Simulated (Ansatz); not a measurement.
Iron (simple cubic) across density functionals

All rows: Ansatz, plane waves with scalar-relativistic PAW, 420 eV (500 eV for the SCAN forms), relaxed under each functional, no dispersion correction, no zero-point motion. B₀ comes from uniform scaling at fixed shape; a dash is a value not given.

```json
{"functional": "PBE", "V (Å³/atom)": "13.33", "cell": "a = 2.371 Å", "B₀ (GPa)": "133", "magnetic state": "ferromagnetic, net 2.39 μB per atom", "ΔE to bcc (meV/atom)": "776"}
{"functional": "r²SCAN", "V (Å³/atom)": "14.04", "cell": "a = 2.412 Å", "B₀ (GPa)": "92", "magnetic state": "ferromagnetic, net 2.90 μB per atom", "ΔE to bcc (meV/atom)": "781"}
{"functional": "m-r²SCAN", "V (Å³/atom)": "12.66", "cell": "a = 2.331 Å", "B₀ (GPa)": "145", "magnetic state": "ferromagnetic, net 2.29 μB per atom", "ΔE to bcc (meV/atom)": "864"}
{"functional": "PBEsol", "V (Å³/atom)": "12.63", "cell": "a = 2.329 Å", "B₀ (GPa)": "157", "magnetic state": "ferromagnetic, net 2.30 μB per atom", "ΔE to bcc (meV/atom)": "859"}
{"functional": "LDA", "V (Å³/atom)": "11.85", "cell": "a = 2.280 Å", "B₀ (GPa)": "-", "magnetic state": "ferromagnetic, net 2.05 μB per atom", "ΔE to bcc (meV/atom)": "887"}
{"functional": "revPBE", "V (Å³/atom)": "13.68", "cell": "a = 2.391 Å", "B₀ (GPa)": "111", "magnetic state": "ferromagnetic, net 2.49 μB per atom", "ΔE to bcc (meV/atom)": "748"}
{"functional": "RPBE", "V (Å³/atom)": "13.83", "cell": "a = 2.400 Å", "B₀ (GPa)": "103", "magnetic state": "ferromagnetic, net 2.51 μB per atom", "ΔE to bcc (meV/atom)": "737"}
{"functional": "BLYP", "V (Å³/atom)": "13.93", "cell": "a = 2.406 Å", "B₀ (GPa)": "114", "magnetic state": "ferromagnetic, net 2.43 μB per atom", "ΔE to bcc (meV/atom)": "598"}
```

LDA gives the smallest volume and r²SCAN the largest.

m-r²SCAN is r²SCAN on the gauge-invariant kinetic-energy density; without spin polarisation the two are equal.
